Ansatz 0.2.0, scalar-relativistic PBE with plane waves and PAW, without spin polarization, for zincblende AlP (F-43m, 2-atom cell) with fixed atoms at each volume. The cutoff is 420 eV, the k mesh 8×8×8 and the Gaussian smearing width 0.02 eV. Both gaps are Kohn-Sham gaps read on this k mesh.

```csv
volume (Å³/atom),shortest distance (Å),band gap (eV),least direct gap (eV)
18.664,2.297,1.396,3.677
18.735,2.300,1.405,3.678
18.865,2.305,1.421,3.678
19.964,2.349,1.543,3.471
20.125,2.356,1.560,3.402
20.874,2.385,1.631,3.090
22.598,2.448,1.769,2.432
23.130,2.467,1.806,2.244
23.256,2.472,1.814,2.201
```

The table follows zincblende AlP as the whole crystal is squeezed or stretched equally in all directions. On stretching, the band gap, which is the smallest energy between filled and empty states, widens slowly. The least direct gap, which compares filled and empty states of the same wave vector, stays flat in the first three rows and then falls steeply. One short formula reproduces the slow widening and the steep fall by hand. The flat stretch lies outside it, because another direct transition is lowest there.

**Which states form the gaps**

In every row the highest filled state lies at Γ, the point of zero wave vector, and the lowest empty state lies at X, at the centre of a square face of the Brillouin zone. The band gap is therefore always an indirect gap from Γ to X. Both points belong to the mesh on which the gaps were read. A minimum slightly off X could still escape it, and the true indirect gap would then be a little smaller.

The direct gap can be identified most firmly in the row at 23.130 Å³/atom. There the levels calculated at Γ have a threefold valence top and a single conduction level above it, 2.244 eV apart, which is exactly the least direct gap of that row. In tetrahedral surroundings a threefold level at Γ is what atomic p orbitals form, and a single level is what s orbitals form. The direct gap of this stretched crystal thus runs from a p-like to an s-like state. The smooth fall from 19.964 Å³/atom onward suggests the same transition in all those rows.

**Why stretching closes the gap at Γ**

At Γ all unit cells carry the same phase, so the problem reduces to one Al and one P atom whose orbitals couple. The two s orbitals combine into a low bonding level and a high antibonding level. The lower one is filled, and the upper one is the single conduction level. The p orbitals split in the same way, and their bonding combination is the top of the valence band. The direct gap at Γ therefore separates an antibonding s level from a bonding p level.

For each pair of orbitals, let $\bar\varepsilon$ be the mean of the two atomic energies, $\delta$ half their difference and $W$ the coupling between the atoms. The two-level problem then gives

$$E_\Gamma=(\bar\varepsilon_s-\bar\varepsilon_p)+\sqrt{\delta_s^2+W_s^2}+\sqrt{\delta_p^2+W_p^2}.$$

The first bracket is negative, because s electrons are bound more tightly than p electrons in the free atoms. Without coupling the formula leaves the s level of Al minus the p level of P, which is expected to be negative still. The gap at Γ exists only because the coupling lifts the antibonding s level and lowers the bonding p level far enough to reverse that order.

The model makes it understandable that the direct gap reacts strongly to a modest stretch, though the size of the effect must be read from the calculated gaps. Longer bonds weaken both couplings, so the upper level sinks and the lower one rises relative to the atomic energies. The model holds the bracket fixed, so nothing there softens the loss. The gap is what remains after a large negative term has been set against a large positive one, and a small percentage change in the positive term becomes a large percentage change in the gap.

The form of the change follows from how coupling depends on distance. An electron confined to a length $d$ has a kinetic energy that scales as $1/d^2$, and the couplings between neighbouring orbitals are often taken to follow the same law around normal bond lengths. That law is not enough to give the size found below. If the couplings fell as $1/d^2$, the coefficient could not exceed the sum of the two square roots, which is the gap plus the size of the bracket, and with free-atom energies that sum is expected to stay below the fitted value. The couplings must then fall more steeply, or the atomic levels must shift with volume. The model gives the direction of the change, and $1/d^2$ serves as a convenient variable for the fit. Over a small range the square roots are almost straight lines in $W$, so the gap becomes almost a straight line in $1/d^2$. As the crystal keeps its shape, $d$ grows as the cube root of the volume $V$.

**The rule**

The rule starts from the row at 20.874 Å³/atom, where the calculated pressure is practically zero. With $V_0$ for this volume and $E_0$ for the gap found there, it reads

$$E=E_0+B\,q,\qquad q=\left(\frac{V_0}{V}\right)^{2/3}-1 .$$

Here $q$ is the relative change of $1/d^2$, positive on squeezing and negative on stretching. The coefficient $B$ is 12.8 eV for the direct gap at Γ and −2.9 eV for the indirect gap.

Both coefficients come from least squares, with the line forced through the starting row, and were then rounded for use by hand. The indirect gap used all nine rows. The direct gap used the six rows from 19.964 Å³/atom onward, since the more compressed crystals have a different lowest direct transition.

The power 2/3 needs no calculator. With $x=1-V_0/V$, the first terms of the binomial series suffice:

$$q\approx-\frac{2x}{3}-\frac{x^2}{9}.$$

For a change of a few per cent there is a still shorter form. Near the starting row, each per cent of extra volume lowers the direct gap by about 0.085 eV and raises the indirect gap by about 0.019 eV.

**A stretched crystal, worked in full**

Take the row at 23.130 Å³/atom. The volume ratio gives

$$x=1-\frac{20.874}{23.130}=0.0975,\qquad q\approx-0.0650-0.0011=-0.0661.$$

The bonds are longer, and $1/d^2$ has dropped by between six and seven per cent.

The direct gap follows from its value in the starting row:

$$E_{\text{direct}}\approx3.090-12.8\times0.0661=2.24\ \text{eV}.$$

This agrees with the table to the digits shown. A stretch that changes the bond length by only a few per cent has removed more than a quarter of the direct gap.

The indirect gap takes the same $q$ and the other coefficient:

$$E_{\text{indirect}}\approx1.631+2.9\times0.0661=1.82\ \text{eV}.$$

The table has 1.806 eV, so the rule comes out slightly high. The two gaps have moved towards each other, and most of that movement comes from the direct one.

**A squeezed crystal**

The row at 19.964 Å³/atom lies on the other side of the starting point. Its volume ratio gives $x=-0.0456$, hence $q\approx0.0302$. The direct gap should rise by $12.8\times0.0302=0.39$ eV to 3.48 eV, and the table has 3.471 eV. The indirect gap should fall by 0.09 eV to 1.54 eV, again in agreement with the table.

Both worked rows took part in the fit, so their agreement shows how to use the rule and is no independent test. A fairer measure comes from leaving out each fitted row in turn and predicting it from the others. The typical error is then about 0.003 eV for the direct gap at Γ and 0.013 eV for the indirect gap.

**Why the gap to X goes the other way**

The bonding picture that works at Γ would mislead at X. It suggests that any gap between bonding and antibonding states should shrink as the bonds lengthen, yet the gap to X grows in every step of the table. Its coefficient is also less than a quarter as large as that at Γ. The X state evidently keeps nearly in step with the valence top.

Part of the reason lies in the phase of the wave. At X the phase alternates between successive planes of like atoms, and symmetry then lets s orbitals on one kind of atom mix with p orbitals on the other. The state also takes up d-like character, which a model with only s and p orbitals leaves out. It is therefore not the simple antibonding s level found at Γ, and the large shift of that level should not be expected of it. This argument from band theory makes a weak response plausible, while the sign and size of the coefficient are read from the calculated gaps.

The same contrast appears in other tetrahedral semiconductors. A gap that ends in the s-like state at Γ, as in GaAs, opens under pressure. A gap that ends near X, as in silicon, closes slowly. For a neighbouring compound, the first question is thus where its lowest conduction state lies, because that decides the direction of the change. The coefficients must then be found anew for that compound.

**How far the rule reaches**

For the indirect gap, the rounded rule stays within 0.02 eV of the calculated value in all nine rows. It is slightly high at both ends of the table, because the real curve flattens more on stretching than $1/d^2$ allows. For the direct gap, it stays within about 0.005 eV from 19.964 Å³/atom onward. A straight line in the logarithm of the volume misses by up to 0.024 eV for the indirect gap and 0.012 eV for the direct one. That is somewhat worse but still close, so the good fit supports $1/d^2$ as a handy form and does not prove it to be the law.

Under stronger compression the direct rule fails abruptly. For the smallest volume, 18.664 Å³/atom, it predicts 4.08 eV, while the least direct gap is only 3.677 eV. The gap at Γ has presumably gone on rising as the rule says, but another direct transition, not identified by the table, now costs less energy. The rule reaches the flat value near 19.5 Å³/atom, and below that volume 3.68 eV is probably the better estimate, though no row lies between 18.865 and 19.964 Å³/atom to test where the change occurs.

The flat value may belong to the direct transition at X. Under compression the empty state there sinks relative to the valence top, and the filled states at X should sink as well, because stronger coupling broadens the valence band. The two shifts could nearly cancel. The levels calculated at 23.130 Å³/atom are compatible with this: at the mesh point next to X on the line from Γ, the direct gap is 3.753 eV, close to the flat value although that crystal is stretched, and the threefold conduction level at Γ lies higher, 4.378 eV above the valence top. Closeness alone does not single out X, since the point next to Γ towards K has 3.627 eV, and the points between Γ and L, L included, have 3.028 to 3.185 eV. The assignment requires all of these to rise above the flat value under compression, as is expected of conduction states with strong antibonding s character. Levels from a compressed row would be needed to settle the matter.

On the stretched side the limit concerns the smallest gap. In the last row the direct gap is still $2.201-1.814=0.387$ eV larger than the indirect one, so AlP remains indirect throughout the table. Continued beyond it, the two rules meet near 24 Å³/atom. If they held that far, the PBE crystal would become direct there, and further stretching would narrow its smallest gap instead of widening it. That volume depends on the PBE spacing of the Γ and X levels and need not carry over to the real material.

Two further limits matter when the rule is applied to a real sample. It holds for equal strain in all directions, whereas a film strained by its substrate changes shape, which splits the threefold valence top and can make the X directions unequal. The starting values are PBE gaps, and PBE usually places gaps too low, so the measured gaps of AlP should be larger than those in the table. PBE also tends to give slightly too large a volume at zero pressure, so $q$ should be counted from the sample's own unstrained volume rather than from $V_0$. The rule therefore estimates how a PBE gap shifts with volume; adding that shift to a measured gap is a further assumption.
